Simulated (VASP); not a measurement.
Wanted: the native input for a VASP 6.6.1 run.

```
Task                   : single point
Functional             : PBE
Potentials or basis    : VASP PAW PBE potentials, release 64 (Li_sv)
Cutoff                 : 520 eV
k mesh                 : 8 × 8 × 8
Occupations            : fermi-dirac, width 0.136057 eV
Spin                   : no spin polarisation
Dipole correction      : no
Further INCAR settings : ALGO = Normal; EDIFF = 1e-07; NBANDS = 10
```

The structure of Li lies in POSCAR:

```
Li
1.0
    0.0000000000      2.9687496768      2.9687496768
    2.9687496768      0.0000000000      2.9687496768
    2.9687496768      2.9687496768      0.0000000000
Li
2
Direct
    0.0000000000      0.0000000000      0.0000000000
    0.2500000000      0.2500000000      0.2500000000
```

The cell was built by a generator and needn't be a form met in nature.

These files were run (other wordings do the same):

INCAR

```
SYSTEM = Li
PREC = Accurate ; ENCUT = 520
EDIFF = 1E-7 ; ISMEAR = -1
SIGMA = 0.13605693000000002 ; LREAL = .FALSE.
LASPH = .TRUE. ; NELM = 60
ALGO = Normal ; ISIF = 2
LWAVE = .FALSE. ; LCHARG = .TRUE.
GGA = PE ; LELF = .TRUE.
LVHAR = .TRUE. ; NBANDS = 10
```

KPOINTS

```
regular mesh
0
G
  8 8 8
  0 0 0
```

Potentials or basis: VASP PAW PBE potentials, release 64 (Li_sv).

Command:

```bash
$ cat potpaw_PBE.64/Li_sv/POTCAR > POTCAR
$ mpirun -np 1 vasp_std > vasp.out
```

It gave:

```json
{
  "Band gap on the k mesh": "none (metal or under the smearing width)"
}
```

It took 7.8 s on 1 thread of Intel(R) Xeon(R) 6975P-C (Granite Rapids) (shared host), peak memory 0.16 GiB.
